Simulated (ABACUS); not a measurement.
# ZrS2 (P-3m1) in ABACUS: further runs

Runs on ZrS2. Level: PBE. Tasks: band structure, equation of state.

Everything below comes from runs of ABACUS 3.10.1. Logs are shortened: lines on timing, memory, paths and dates and some standing lists are left out, and cuts for length are marked.

## 1. The crystal as given

The structure is trigonal, space group P-3m1 (No. 164). Conventional cell: a = 3.691 Å, b = 3.691 Å, c = 6.041 Å, α = 90.00°, β = 90.00°, γ = 120.00°. Zr (site symmetry -3m) is surrounded by 6 S at 2.57 Å. Around S (site symmetry 3m) lie 3 Zr at 2.57 Å.

The cell is a database's computed one.

## 2. Band structure, PBE

The input, INPUT:

```
INPUT_PARAMETERS
suffix              ZrS2
calculation         nscf
basis_type          lcao
pseudo_dir          ./
orbital_dir         ./
symmetry            -1
dft_functional      pbe
ecutwfc             100.0
pseudo_rcut         10
nspin               1
nbands              18
ks_solver           genelpa
smearing_method     fd
smearing_sigma      0.00367493
scf_thr             1e-07
scf_nmax            100
mixing_type         broyden
mixing_beta         0.7
init_chg            file
out_band            1
```

The input, STRU:

```
ATOMIC_SPECIES
Zr 91.2240 Zr.upf
S 32.0600 S.upf

NUMERICAL_ORBITAL
Zr_confined-atom_8au_2s1p1d.orb
S_confined-atom_7au_1s1p.orb

LATTICE_CONSTANT
1.8897261246

LATTICE_VECTORS
3.6913825498 0.0000000000 0.0000000000
-1.8456912749 3.1968310632 0.0000000000
0.0000000000 0.0000000000 6.0410770100

ATOMIC_POSITIONS
Direct

Zr
0.0
1
0.0000000000 0.0000000000 0.0000000000 1 1 1

S
0.0
2
0.3333333333 0.6666666667 0.2379099700 1 1 1
0.6666666667 0.3333333333 0.7620900300 1 1 1
```

The input, KPT:

```
K_POINTS
12
Line
0.00000000 0.00000000 0.00000000 10 // G
0.50000000 0.00000000 0.00000000 10 // M
0.33333333 0.33333333 0.00000000 10 // K
0.00000000 0.00000000 0.00000000 10 // G
0.00000000 0.00000000 0.50000000 10 // A
0.50000000 0.00000000 0.50000000 10 // L
0.33333333 0.33333333 0.50000000 10 // H
0.00000000 0.00000000 0.50000000 1 // A
0.50000000 0.00000000 0.50000000 10 // L
0.50000000 0.00000000 0.00000000 1 // M
0.33333333 0.33333333 0.00000000 10 // K
0.33333333 0.33333333 0.50000000 1 // H
```

Potentials or basis: PseudoDojo NC SR 0.4.1 PBE standard, SZ LCAO (the cutoffs set its grid).

Launch:

```
$ OMP_NUM_THREADS=1 mpirun -np 4 abacus > log
```

running log:

```text
ABACUS v3.10.1

               Atomic-orbital Based Ab-initio Computation at UStc

 ------------------------------------------------------------------------------------

 READING GENERAL INFORMATION
                           global_out_dir = OUT.ZrS2/
                           global_in_card = INPUT
                               pseudo_dir = ./
                              orbital_dir = ./
                                    DSIZE = 4
                                    GSIZE = 1
[... 5 lines left out ...]

 READING ATOM TYPE 1
                               atom label = Zr
                      L=0, number of zeta = 2
                      L=1, number of zeta = 1
                      L=2, number of zeta = 1
             number of atom for this type = 1

 READING ATOM TYPE 2
                               atom label = S
                      L=0, number of zeta = 1
                      L=1, number of zeta = 1
             number of atom for this type = 2

                        TOTAL ATOM NUMBER = 3
DIRECT COORDINATES
    atom                   x                   y                   z     mag                  vx                  vy                  vz
taud_Zr1            0.0000000000        0.0000000000        0.0000000000  0.0000        0.0000000000        0.0000000000        0.0000000000
taud_S1            0.3333333333        0.6666666667        0.2379099700  0.0000        0.0000000000        0.0000000000        0.0000000000
taud_S2            0.6666666667        0.3333333333        0.7620900300  0.0000        0.0000000000        0.0000000000        0.0000000000

                          Volume (Bohr^3) = 481.083
                             Volume (A^3) = 71.289

 Lattice vectors: (Cartesian coordinate: in unit of a_0)
             +3.69138                  +0                  +0
             -1.84569            +3.19683                  +0
                   +0                  +0            +6.04108
 Reciprocal vectors: (Cartesian coordinate: in unit of 2 pi/a_0)
            +0.270901           +0.156405                  -0
                   -0            +0.31281                  -0
                   +0                  -0           +0.165533
 The esolver type has been set to : ksdft_lcao

                PAO radial cut off (Bohr) = 10

 Read in pseudopotential file is Zr.upf
                     pseudopotential type = NC
          exchange-correlation functional = PBE
                 nonlocal core correction = 1
                        valence electrons = 12
                                     lmax = 2
                           number of zeta = 4
                     number of projectors = 6
                           L of projector = 0
[... 5 lines left out ...]
                PAO radial cut off (Bohr) = 10

 Read in pseudopotential file is S.upf
                     pseudopotential type = NC
          exchange-correlation functional = PBE
                 nonlocal core correction = 1
                        valence electrons = 6
                                     lmax = 2
                           number of zeta = 2
                     number of projectors = 6
                           L of projector = 0
                           L of projector = 0
                           L of projector = 1
                           L of projector = 1
                           L of projector = 2
                           L of projector = 2
     initial pseudo atomic orbital number = 18

 SETUP THE ELECTRONS NUMBER
            electron number of element Zr = 12
      total electron number of element Zr = 12
             electron number of element S = 6
       total electron number of element S = 12
            AUTOSET number of electrons:  = 24
                           occupied bands = 12
                                   NLOCAL = 18
                                   NBANDS = 18
                                   NBANDS = 18
                                   NLOCAL = 18

[... 47 lines left out ...]
                         PeriodicBoundary = 1
                        Radius(unit:lat0) = 10.2
                                   glayer = [ 5, 5, 3 ]
                             glayer_minus = [ 4, 4, 2 ]

Find the coordinate range of the input atom(unit:lat0).
                                  min_tau = [ -22.1, -12.8, -12.1 ]
                                  max_tau = [ 24, 14.9, 16.7 ]
                                BoxNumber = [ 9, 9, 5 ]

 SETUP EXTENDED REAL SPACE GRID FOR GRID INTEGRATION
                          real space grid = [ 45, 45, 75 ]
                 big cell numbers in grid = [ 9, 9, 15 ]
             meshcell numbers in big cell = [ 5, 5, 5 ]
                        extended fft grid = [ 12, 12, 11 ]
                dimension of extened grid = [ 34, 34, 38 ]
                            UnitCellTotal = 75
              Atom number in sub-FFT-grid = 3
    Local orbitals number in sub-FFT-grid = 18
                                ParaV.nnr = 2895
                                 init_chg = file
 try to read charge from file
 Read in the charge density: OUT.ZrS2//ZrS2-CHARGE-DENSITY.restart

 LCAO ALGORITHM --------------- ION=   1  ELEC=   1--------------------------------
[... levels at 93 k points of this process ...]

 Density error is 0.00000000000
----------------------------------------------------------
     Energy           Rydberg                 eV
----------------------------------------------------------
 E_KohnSham     -145.4773747961      -1979.3212273092
 E_KS(sigma->0) -145.4773734739      -1979.3212093185
 E_Harris       -145.4773747961      -1979.3212273092
 E_band         -13.2417446333       -180.1631784742
 E_one_elec     -54.4658582666       -741.0460188862
 E_Hartree      35.0265974433        476.5613067805
 E_xc           -32.8210096030       -446.5527447134
 E_Ewald        -93.2171017252       -1268.2837345088
 E_entropy(-TS) -0.0000026446        -0.0000359813
 E_descf        0.0000000000         0.0000000000
 E_exx          0.0000000000         0.0000000000
 E_Fermi        0.5333895105         7.2571365965
----------------------------------------------------------

 charge density convergence is achieved
 final etot is -1979.3212273 eV
 EFERMI = 7.2571365965 eV

 STATE ENERGY(eV) AND OCCUPATIONS    NSPIN == 1
 1/93 kpoint (Cartesian) = 0.0000 0.0000 0.0000 (2040 pws)
       1       -42.8271      0.0215054
       2       -20.8852      0.0215054
       3       -20.8462      0.0215054
       4       -20.8462      0.0215054
       5       -6.41245      0.0215054
       6       -4.77065      0.0215054
[... 10 lines left out ...]
      17        11.9540    3.43660e-43
      18        13.5878    2.21503e-57

 2/93 kpoint (Cartesian) = 0.013545 0.0078202 0.0000 (2030 pws)
       1       -42.8266      0.0215054
       2       -20.8837      0.0215054
       3       -20.8530      0.0215054
       4       -20.8476      0.0215054
       5       -6.38521      0.0215054
       6       -4.78491      0.0215054
[... 10 lines left out ...]
      17        11.9499    3.73273e-43
      18        13.7133    1.79926e-58

 3/93 kpoint (Cartesian) = 0.027090 0.015640 0.0000 (2012 pws)
       1       -42.8252      0.0215054
       2       -20.8796      0.0215054
       3       -20.8726      0.0215054
       4       -20.8517      0.0215054
       5       -6.30540      0.0215054
       6       -4.82523      0.0215054
[... 10 lines left out ...]
      17        11.9426    4.31609e-43
      18        14.0667    1.53183e-61

 4/93 kpoint (Cartesian) = 0.040635 0.023461 0.0000 (2009 pws)
       1       -42.8231      0.0215054
       2       -20.9039      0.0215054
       3       -20.8723      0.0215054
       4       -20.8581      0.0215054
       5       -6.17890      0.0215054
       6       -4.88486      0.0215054
[... 10 lines left out ...]
      17        11.9459    4.04268e-43
      18        14.5818    5.14282e-66

 5/93 kpoint (Cartesian) = 0.054180 0.031281 0.0000 (2007 pws)
       1       -42.8203      0.0215054
       2       -20.9424      0.0215054
       3       -20.8661      0.0215054
       4       -20.8637      0.0215054
       5       -6.01592      0.0215054
       6       -4.95365      0.0215054
[... 10 lines left out ...]
      17        11.9762    2.20344e-43
      18        15.1738    3.71020e-71

 6/93 kpoint (Cartesian) = 0.067725 0.039101 0.0000 (1993 pws)
       1       -42.8173      0.0215054
       2       -20.9848      0.0215054
       3       -20.8750      0.0215054
       4       -20.8540      0.0215054
       5       -5.83259      0.0215054
       6       -5.01823      0.0215054
[... 10 lines left out ...]
      17        12.0821    2.65274e-44
      18        15.7684    2.53990e-76

[... levels at 87 further k points ...]

 --------------------------------------------
 !FINAL_ETOT_IS -1979.321227309203 eV
 --------------------------------------------

 Output bands in file: OUT.ZrS2/BANDS_1.dat
```

Run time: 1.9 s. Hardware: 4 MPI ranks of Intel Xeon Platinum 8259CL at 2.50GHz (Skylake/Cascade Lake), shared host; peak memory 0.44 GiB.

The run converged, but some of its settings lie outside the range that counts as converged, so its numbers aren't taken as properties of the crystal.

Results:

| Item | Value |
| --- | --- |
| Band gap along the path | 0.83 eV, indirect (least direct gap 0.99 eV) |

Caveat: the atomic orbitals were generated for these runs and aren't a published set; the density is read from an earlier self-consistent run, whose mesh may be coarse; this functional lacks dispersion, which binds the layers, so the pressure and a relaxed spacing across them are unreliable; the basis of atomic orbitals isn't converged, which shifts pressures, moduli and gaps.

## 3. Equation of state, PBE, 22.34 Å³/atom (volume scaled by 0.94)

The input, run_abacus.py:

```python
"""ABACUS run from a structure file: ASE reads it, the script writes STRU, KPT and INPUT."""
import re
import subprocess
import spglib
from ase import Atoms
from ase.io import read
from ase.units import Bohr

atoms = read("ZrS2.cif")
cell, frac, numbers = spglib.standardize_cell((atoms.cell[:], atoms.get_scaled_positions(), atoms.numbers), to_primitive=True, symprec=1e-4)
atoms = Atoms(numbers=numbers, cell=cell, scaled_positions=frac, pbc=True)  # the primitive cell
atoms = atoms[(-atoms.numbers).argsort(kind="stable")]  # ABACUS lists atoms element by element
pseudo = {'Zr': 'Zr.upf', 'S': 'S.upf'}
orbital = {'Zr': 'Zr_confined-atom_8au_2s1p1d.orb', 'S': 'S_confined-atom_7au_1s1p.orb'}
magmoms = None
kmesh = [7, 7, 4]
params = {
    'suffix': 'ZrS2',
    'calculation': 'scf',
    'basis_type': 'lcao',
    'pseudo_dir': './',
    'orbital_dir': './',
    'symmetry': 1,
    'dft_functional': 'pbe',
    'ecutwfc': 100,
    'pseudo_rcut': 10,
    'nspin': 1,
    'nbands': 16,
    'ks_solver': 'genelpa',
    'smearing_method': 'fd',
    'smearing_sigma': 0.00367493,
    'scf_thr': 1e-07,
    'scf_nmax': 100,
    'mixing_type': 'broyden',
    'mixing_beta': 0.7,
    'cal_force': 1,
    'cal_stress': 1,
    'out_mul': 1,
}

symbols = atoms.get_chemical_symbols()
elements = list(dict.fromkeys(symbols))
lines = ["ATOMIC_SPECIES"] + [f"{e} {atoms.get_masses()[symbols.index(e)]:.4f} {pseudo[e]}" for e in elements]
if orbital:
    lines += ["", "NUMERICAL_ORBITAL"] + [orbital[e] for e in elements]
lines += ["", "LATTICE_CONSTANT", f"{1 / Bohr:.10f}", "", "LATTICE_VECTORS"]
lines += [" ".join(f"{x:.10f}" for x in v) for v in atoms.cell]
lines += ["", "ATOMIC_POSITIONS", "Direct"]
for e in elements:
    lines += ["", e, "0.0", str(symbols.count(e))]
    for i, p in enumerate(atoms.get_scaled_positions(wrap=False)):
        if symbols[i] == e:
            mag = "" if magmoms is None else " mag " + " ".join(str(x) for x in (magmoms[i] if isinstance(magmoms[i], list) else [magmoms[i]]))
            lines.append(" ".join(f"{x:.10f}" for x in p) + " 1 1 1" + mag)
open("STRU", "w").write("\n".join(lines) + "\n")
open("KPT", "w").write("K_POINTS\n0\nGamma\n%d %d %d 0 0 0\n" % tuple(kmesh))
open("INPUT", "w").write("INPUT_PARAMETERS\n" + "".join(f"{k:<20s}{v}\n" for k, v in params.items()))

done = subprocess.run(['mpirun', '-np', '4', 'abacus'])
if done.returncode:
    raise SystemExit(done.returncode)
log = open("OUT.ZrS2/running_scf.log").read()
print("final energy (eV):", re.findall(r"FINAL_ETOT_IS (\S+)", log))
```

The input, ZrS2.cif:

```cif
data_ZrS2
_cell_length_a 3.61602707
_cell_length_b 3.61602707
_cell_length_c 5.91775512
_cell_angle_alpha 90.00000000
_cell_angle_beta 90.00000000
_cell_angle_gamma 120.00000000
_space_group_name_H-M_alt 'P-3m1'
_space_group_name_Hall '-P 3 2"'
_space_group_IT_number 164
loop_
_space_group_symop_operation_xyz
'x,y,z'
'-x,-y,-z'
'-y,x-y,z'
'y,-x+y,-z'
'-x+y,-x,z'
'x-y,x,-z'
'y,x,-z'
'-y,-x,z'
'x-y,-y,-z'
'-x+y,y,z'
'-x,-x+y,-z'
'x,x-y,z'
loop_
_atom_site_label
_atom_site_type_symbol
_atom_site_symmetry_multiplicity
_atom_site_Wyckoff_symbol
_atom_site_fract_x
_atom_site_fract_y
_atom_site_fract_z
_atom_site_occupancy
Zr1 Zr 1 a 0.0000000000 0.0000000000 0.0000000000 1
S1 S 2 d 0.3333333333 0.6666666667 0.2379099700 1
```

Potentials or basis: PseudoDojo NC SR 0.4.1 PBE standard, SZ LCAO (the cutoffs set its grid).

Launch:

```
$ OMP_NUM_THREADS=1 python run_abacus.py > log
```

Run time: 8.8 s. Hardware: 4 MPI ranks of Intel Xeon Platinum 8259CL at 2.50GHz (Skylake/Cascade Lake), shared host; peak memory 0.44 GiB.

The run converged, but some of its settings lie outside the range that counts as converged, so its numbers aren't taken as properties of the crystal.

Results:

| Item | Value |
| --- | --- |
| Free energy | -1979.7259 eV |
| Pressure | 11.5 GPa |
| Largest force | 1.233 eV/Å |
| Band gap on the k mesh | 0.92 eV, indirect (least direct gap 1.03 eV) |
| Mulliken charges | Zr +0.78; S -0.39 e |

Caveat: the atomic orbitals were generated for these runs and aren't a published set; Mulliken charges move with the basis; an odd mesh through Γ misses points on the zone boundary, where band edges often lie; this functional lacks dispersion, which binds the layers, so the pressure and a relaxed spacing across them are unreliable; the basis of atomic orbitals isn't converged, which shifts pressures, moduli and gaps; forces of over 1 eV/Å show positions far from the minimum, so gaps and moduli don't describe the material at rest.

## 4. Equation of state, PBE, 23.29 Å³/atom (volume scaled by 0.98)

run_abacus.py is that of step 3.

ZrS2.cif, as its differences from that of step 3:

```diff
@@ -1,5 +1,5 @@
 data_ZrS2
-_cell_length_a 3.61602707
-_cell_length_b 3.61602707
-_cell_length_c 5.91775512
+_cell_length_a 3.66660742
+_cell_length_b 3.66660742
+_cell_length_c 6.00053165
 _cell_angle_alpha 90.00000000
```

Launch:

```
$ OMP_NUM_THREADS=1 python run_abacus.py > log
```

It took 10 s on 4 MPI ranks of Intel Xeon Platinum 8259CL at 2.50GHz (Skylake/Cascade Lake), shared host; peak memory 0.44 GiB.

The run converged, but some of its settings lie outside the range that counts as converged, so its numbers aren't taken as properties of the crystal.

What came out:

```
Free energy            : -1979.8838 eV
Pressure               : 6.4 GPa
Largest force          : 0.613 eV/Å
Band gap on the k mesh : 0.91 eV, indirect (least direct gap 1.00 eV)
Mulliken charges       : Zr +0.79; S -0.40 e
```

Caveat: the atomic orbitals were generated for these runs and aren't a published set; Mulliken charges move with the basis; an odd mesh through Γ misses points on the zone boundary, where band edges often lie; this functional lacks dispersion, which binds the layers, so the pressure and a relaxed spacing across them are unreliable; the basis of atomic orbitals isn't converged, which shifts pressures, moduli and gaps.

## 5. Equation of state, PBE, 24.24 Å³/atom (volume scaled by 1.02)

run_abacus.py is that of step 4.

ZrS2.cif, as its differences from that of step 4:

```diff
@@ -1,5 +1,5 @@
 data_ZrS2
-_cell_length_a 3.66660742
-_cell_length_b 3.66660742
-_cell_length_c 6.00053165
+_cell_length_a 3.71582950
+_cell_length_b 3.71582950
+_cell_length_c 6.08108531
 _cell_angle_alpha 90.00000000
```

Launch:

```
$ OMP_NUM_THREADS=1 python run_abacus.py > log
```

Wall time 9.7 s (4 MPI ranks of Intel Xeon Platinum 8259CL at 2.50GHz (Skylake/Cascade Lake), shared host); peak memory 0.44 GiB.

These settings aren't checked as converged: the numbers below hold their error.

Results:

* Free energy: -1979.9588 eV
* Pressure: 2.2 GPa
* Largest force: 0.083 eV/Å
* Band gap on the k mesh: 0.89 eV, indirect (least direct gap 0.98 eV)
* Mulliken charges: Zr +0.81; S -0.40 e

Caveat: the atomic orbitals were generated for these runs and aren't a published set; Mulliken charges move with the basis; an odd mesh through Γ misses points on the zone boundary, where band edges often lie; this functional lacks dispersion, which binds the layers, so the pressure and a relaxed spacing across them are unreliable; the basis of atomic orbitals isn't converged, which shifts pressures, moduli and gaps.

## 6. Equation of state, PBE, 25.19 Å³/atom (volume scaled by 1.06)

run_abacus.py is that of step 5.

ZrS2.cif, as its differences from that of step 5:

```diff
@@ -1,5 +1,5 @@
 data_ZrS2
-_cell_length_a 3.71582950
-_cell_length_b 3.71582950
-_cell_length_c 6.08108531
+_cell_length_a 3.76378098
+_cell_length_b 3.76378098
+_cell_length_c 6.15955958
 _cell_angle_alpha 90.00000000
```

Potentials or basis: PseudoDojo NC SR 0.4.1 PBE standard, SZ LCAO (the cutoffs set its grid).

Launch:

```
$ OMP_NUM_THREADS=1 python run_abacus.py > log
```

It took 9.8 s on 4 MPI ranks of Intel Xeon Platinum 8259CL at 2.50GHz (Skylake/Cascade Lake), shared host; peak memory 0.44 GiB.

The run converged, but some of its settings lie outside the range that counts as converged, so its numbers aren't taken as properties of the crystal.

Results:

* Free energy: -1979.9663 eV
* Pressure: -1.2 GPa
* Largest force: 0.371 eV/Å
* Band gap on the k mesh: 0.87 eV, indirect (least direct gap 0.95 eV)
* Mulliken charges: Zr +0.82; S -0.41 e

Caveat: the atomic orbitals were generated for these runs and aren't a published set; Mulliken charges move with the basis; an odd mesh through Γ misses points on the zone boundary, where band edges often lie; this functional lacks dispersion, which binds the layers, so the pressure and a relaxed spacing across them are unreliable; the basis of atomic orbitals isn't converged, which shifts pressures, moduli and gaps.

## 7. Equation of state, PBE

Potentials or basis: PseudoDojo NC SR 0.4.1 PBE standard, SZ LCAO (the cutoffs set its grid).

This step only gathers the single runs of the series.

These settings aren't checked as converged: the numbers below hold their error.

What came out:

* Equilibrium volume: 24.83 Å³/atom
* Bulk modulus at fixed shape and positions: 87 GPa
* Pressure derivative of the bulk modulus: 4.3 (rough: it moves with the points fitted)

Caveat: the atomic orbitals were generated for these runs and aren't a published set; the cell was scaled at fixed shape and fractional positions, which overstates the stiffness of a crystal with free parameters, most of all of layers and chains; this functional lacks dispersion, which binds the layers, so the pressure and a relaxed spacing across them are unreliable; the basis of atomic orbitals isn't converged, which shifts pressures, moduli and gaps.
